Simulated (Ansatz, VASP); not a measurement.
## AlCo in VASP and in Ansatz

```
CELL_PARAMETERS angstrom
2.69889 -0.16549 -0.13159
-0.16549 3.16015 0.01073
-0.13159 0.01073 2.69667
ATOMIC_POSITIONS crystal
Al 0.99906 0.00093 0.00068
Co 0.50094 0.49907 0.49932
```

Change from the starting cell: cell sheared at random, sigma 0.06, atoms nudged by 0.01 Å.

Alike in both runs: task single point; functional PBE; k mesh 12 × 12 × 12; occupations gaussian, width 0.15 eV; no spin polarisation.

|  | VASP | Ansatz |
| --- | --- | --- |
| version | VASP 6.6.1 | Ansatz 0.2.0 |
| potentials or method | VASP PAW PBE potentials, release 64 (Al, Co) | scalar-relativistic, plane waves, PAW |
| plane-wave cutoff (eV) | 520 | 420 |
| valence electrons in the cell | 12 | 20 |

|  | VASP | Ansatz | Ansatz less VASP |
| --- | --- | --- | --- |
| gap on the k mesh at the Fermi level (eV) | none | none | - |
| pressure (GPa) | 7.8 | 7.9 | +0.09 |
| largest component of the traceless stress (GPa) | 16.15 | 16.21 | +0.066 |
| rms of the force components (eV/Å) | 0.024 | 0.024 | -0.0001 |

Atom by atom the forces differ by 0.000 eV/Å (rms over components). A gap of «none» marks a metal or a gap that the smearing closes. The two sets of potentials don't hold the same shells in valence.

Spin polarisation is off, so any magnetic state and its effect on volume and gap are missing.
